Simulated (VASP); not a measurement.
# SiO2 (P4_12_12) in VASP: settings compared, part 2 of 2

VASP 6.6.1.

### Step 3. Single point, r2SCAN

Contents of INCAR:

```
ALGO = Normal
EDIFF = 1E-6
ENCUT = 520
ISIF = 2
ISMEAR = 0
LASPH = T
LCHARG = F
LMIXTAU = T
LREAL = F
LWAVE = F
METAGGA = R2SCAN
NBANDS = 44
NELM = 60
PREC = Accurate
SIGMA = 0.02
```

Contents of KPOINTS:

```
k-points
0
Gamma
  4 4 4
```

Contents of POSCAR:

```
SiO2
1.0
    5.0303800000      0.0000000000      0.0000000000
    0.0000000000      5.0303800000      0.0000000000
    0.0000000000      0.0000000000      7.0077700000
Si O
4 8
Direct
    0.2984800000      0.2984800000      0.0000000000
    0.2015200000      0.7984800000      0.2500000000
    0.7015200000      0.7015200000      0.5000000000
    0.7984800000      0.2015200000      0.7500000000
    0.2396000000      0.1022500000      0.1783800000
    0.3977500000      0.7396000000      0.4283800000
    0.7604000000      0.8977500000      0.6783800000
    0.6022500000      0.2604000000      0.9283800000
    0.7396000000      0.3977500000      0.5716200000
    0.8977500000      0.7604000000      0.3216200000
    0.2604000000      0.6022500000      0.0716200000
    0.1022500000      0.2396000000      0.8216200000
```

Potentials or basis: VASP PAW PBE potentials, release 64 (Si, O).

Run with:

```
$ cat potpaw_PBE.64/Si/POTCAR potpaw_PBE.64/O/POTCAR > POTCAR
$ mpirun -np 1 vasp_std > vasp.out
```

OUTCAR:

```text
EDIFF = 1E-6
   ENCUT = 520
   ISIF = 2
   ISMEAR = 0
   LASPH = T
   LREAL = F
   METAGGA = R2SCAN
   NELM = 60
   PREC = Accurate

 ion  position               nearest neighbor table
   1  0.298  0.298  0.000-   8 1.62  11 1.62   5 1.62  12 1.62   2 3.10   4 3.10   2 3.10   4 3.10

   2  0.202  0.798  0.250-   5 1.62  10 1.62   6 1.62  11 1.62   1 3.10   3 3.10   1 3.10   3 3.10

   3  0.702  0.702  0.500-   6 1.62   9 1.62   7 1.62  10 1.62   2 3.10   4 3.10   4 3.10   2 3.10

   4  0.798  0.202  0.750-   7 1.62  12 1.62   9 1.62   8 1.62   1 3.10   3 3.10   3 3.10   1 3.10

   5  0.240  0.102  0.178-   2 1.62   1 1.62
   6  0.398  0.740  0.428-   3 1.62   2 1.62
   7  0.760  0.898  0.678-   4 1.62   3 1.62
   8  0.602  0.260  0.928-   1 1.62   4 1.62
   9  0.740  0.398  0.572-   3 1.62   4 1.62
  10  0.898  0.760  0.322-   2 1.62   3 1.62
  11  0.260  0.602  0.072-   1 1.62   2 1.62
  12  0.102  0.240  0.822-   4 1.62   1 1.62

  LATTYP: Found a simple tetragonal cell.
 ALAT       =     5.0303800000
 C/A-ratio  =     1.3930895877

  Lattice vectors:

 A1 = (   5.0303800000,   0.0000000000,   0.0000000000)
 A2 = (   0.0000000000,   5.0303800000,   0.0000000000)
 A3 = (   0.0000000000,   0.0000000000,   7.0077700000)

Analysis of symmetry for initial positions (statically):
=====================================================================
 Subroutine PRICEL returns:
 Original cell was already a primitive cell.

 Routine SETGRP: Setting up the symmetry group for a
 simple tetragonal supercell.

 Subroutine GETGRP returns: Found  8 space group operations
 (whereof  2 operations were pure point group operations)
 out of a pool of 16 trial point group operations.

The static configuration has the point symmetry C_2 .
 The point group associated with its full space group is D_4 .
[... 154 lines left out ...]
   AEXX    =    0.0000 exact exchange contribution
   IVDW    =     0    specifies the selected vdW correction
   LEPSILON=     F    determine dielectric tensor
   LRPA    =     F    only Hartree local field effects (RPA)
 non-spin polarized calculation
 Gauss-broadening in eV      SIGMA  =   0.02
  energy-cutoff  :      520.00
  volume of cell :      177.33
 maximum number of plane-waves:      4815
 NGX is ok and might be reduce to    40

 number of electron      64.0000004 magnetization

 Free energy of the ion-electron system (eV)
  ---------------------------------------------------
  ext. energy  EPLUGINS =         0.00000000
  ---------------------------------------------------
  free energy    TOTEN  =      -119.15201327 eV

  energy without entropy =     -119.15201327  energy(sigma->0) =     -119.15201327

 E-fermi :  -0.3692     XC(G=0):  -8.7067

 val. band max:       -0.5263296147   @ k =   0.0000   0.0000   0.0000
 cond. band min:       5.7073541871   @ k =   0.0000   0.0000   0.0000
 fundamental gap:      6.2336838018
 Fermi energy:        -0.3692110177

 k-point     1 :       0.0000    0.0000    0.0000
  band No.  band energies     occupation
      1     -20.8927      2.00000
      2     -20.0155      2.00000
      3     -20.0155      2.00000
      4     -18.9055      2.00000
      5     -18.8658      2.00000
      6     -18.8639      2.00000
[... 835 lines left out ...]
     43      10.6553      0.00000
     44      10.6553      0.00000

------------------------ aborting loop because EDIFF is reached ----------------------------------------

  FORCE on cell =-STRESS in cart. coord.  units (eV):
  Direction    XX          YY          ZZ          XY          YZ          ZX
  --------------------------------------------------------------------------------------
  -------------------------------------------------------------------------------------
  Total       -2.5494894     -2.5494894     -2.8060256     -0.0000000      0.0000000      0.0000000
  in kB      -23.0346902    -23.0346902    -25.3524999     -0.0000000      0.0000000      0.0000000
  external PRESSURE =     -23.8072934 kB  Pullay stress =       0.0000000 kB

 VOLUME and BASIS-vectors are now :
 -----------------------------------------------------------------------------
  energy-cutoff  :      520.00
  volume of cell :      177.33
      direct lattice vectors                 reciprocal lattice vectors
     5.030380000  0.000000000  0.000000000     0.198792139  0.000000000  0.000000000
     0.000000000  5.030380000  0.000000000     0.000000000  0.198792139  0.000000000
     0.000000000  0.000000000  7.007770000     0.000000000  0.000000000  0.142698747

 POSITION                                       TOTAL-FORCE (eV/Angst)
 -----------------------------------------------------------------------------------
      1.50147      1.50147      0.00000         0.030037      0.030037      0.000000
      1.01372      4.01666      1.75194        -0.030037      0.030037     -0.000000
      3.52891      3.52891      3.50388        -0.030037     -0.030037      0.000000
      4.01666      1.01372      5.25583         0.030037     -0.030037      0.000000
      1.20528      0.51436      1.25005         0.016687     -0.077417     -0.142736
      2.00083      3.72047      3.00199         0.077417      0.016687     -0.142736
      3.82510      4.51602      4.75393        -0.016687      0.077417     -0.142736
      3.02955      1.30991      6.50587        -0.077417     -0.016687     -0.142736
      3.72047      2.00083      4.00578         0.016687      0.077417      0.142736
      4.51602      3.82510      2.25384         0.077417     -0.016687      0.142736
      1.30991      3.02955      0.50190        -0.016687     -0.077417      0.142736
      0.51436      1.20528      5.75772        -0.077417      0.016687      0.142736
 -----------------------------------------------------------------------------------
    total drift:                                0.000000     -0.000000      0.000000

  FREE ENERGIE OF THE ION-ELECTRON SYSTEM (eV)
  ---------------------------------------------------
  free  energy   TOTEN  =      -119.1520132747 eV

  energy  without entropy=     -119.1520132747  energy(sigma->0) =     -119.15201327
```

OSZICAR:

```text
N       E                     dE             d eps       ncg     rms          rms(c)
DAV:   1     0.376693741789E+03    0.37669E+03   -0.33454E+04  1584   0.135E+03
DAV:   2    -0.118322108934E+03   -0.49502E+03   -0.47809E+03  2008   0.316E+02
DAV:   3    -0.150773405473E+03   -0.32451E+02   -0.32296E+02  1968   0.862E+01
[... 13 lines left out ...]
DAV:  17    -0.119151384339E+03   -0.21273E-04   -0.17638E-04  1696   0.100E-01    0.132E-02
DAV:  18    -0.119152009260E+03   -0.62492E-03   -0.16771E-04  1628   0.101E-01    0.677E-03
DAV:  19    -0.119151999793E+03    0.94678E-05   -0.32322E-06  1612   0.160E-02    0.429E-03
DAV:  20    -0.119152010676E+03   -0.10884E-04   -0.24689E-06  1268   0.150E-02    0.265E-03
DAV:  21    -0.119152012780E+03   -0.21039E-05   -0.74207E-07  1144   0.665E-03    0.154E-03
DAV:  22    -0.119152013275E+03   -0.49482E-06   -0.21299E-07  1128   0.338E-03
   1 F= -.11915201E+03 E0= -.11915201E+03  d E =-.277662E-30
```

stdout:

```text
POSCAR found type information on POSCAR SiO
 POSCAR found :  2 types and      12 ions
 scaLAPACK will be used
 -----------------------------------------------------------------------------
|                                                                             |
|                                                                             |
|     You enforced a specific xc type in the INCAR file but a different       |
|     I HOPE YOU KNOW WHAT YOU ARE DOING!                                     |
|                                                                             |
 -----------------------------------------------------------------------------

 LDA part: xc-table for (None), standard interpolation
 POSCAR, INCAR and KPOINTS ok, starting setup
 FFT: planning ... GRIDC
 FFT: planning ... GRID_SOFT
 FFT: planning ... GRID
 WAVECAR not read
 entering main loop
```

Run time: 6.6 min. Hardware: 1 thread of Intel Xeon Platinum 8488C (Sapphire Rapids), shared host; peak memory 0.35 GiB.

What came out:

| Property | Result |
| --- | --- |
| Free energy | -119.1520 eV |
| Pressure | -2.4 GPa |
| Largest force | 0.163 eV/Å |
| Band gap on the k mesh | 6.23 eV, direct |

Forces on the atoms (eV/Å):
```
Si   0.030  0.030  0.000
Si  -0.030  0.030  0.000
Si  -0.030 -0.030  0.000
Si   0.030 -0.030  0.000
O    0.017 -0.077 -0.143
O    0.077  0.017 -0.143
O   -0.017  0.077 -0.143
O   -0.077 -0.017 -0.143
O    0.017  0.077  0.143
O    0.077 -0.017  0.143
O   -0.017 -0.077  0.143
O   -0.077  0.017  0.143
```

Levels at points of the mesh, in eV from the valence-band top:
```
           k point  band 28  band 29  band 30  band 31  band 32  band 33  band 34  band 35  band 36  band 37
(0.00, 0.00, 0.00)    -1.22    -0.68    -0.29    -0.29     0.00     6.23     9.54     9.54     9.91     9.91
(0.50, 0.00, 0.00)    -1.02    -0.64    -0.64    -0.48    -0.48     8.31     8.31     9.97     9.97    10.41
(0.50, 0.50, 0.00)    -1.34    -0.59    -0.59    -0.55    -0.55     9.33     9.33     9.49     9.49    10.55
(0.00, 0.00, 0.50)    -0.80    -0.52    -0.52    -0.40    -0.40     7.48     7.48    10.27    10.27    10.37
(0.50, 0.00, 0.50)    -1.00    -0.94    -0.94    -0.17    -0.17     8.71     8.71     9.45     9.45     9.96
(0.50, 0.50, 0.50)    -1.35    -0.63    -0.63    -0.63    -0.63     9.86     9.86     9.86     9.86    10.46
```

Caveat: the PAW data sets were made with another functional, which shifts forces and pressure a little. r2SCAN opens gaps a little over a GGA but as a rule still falls short of measured ones.
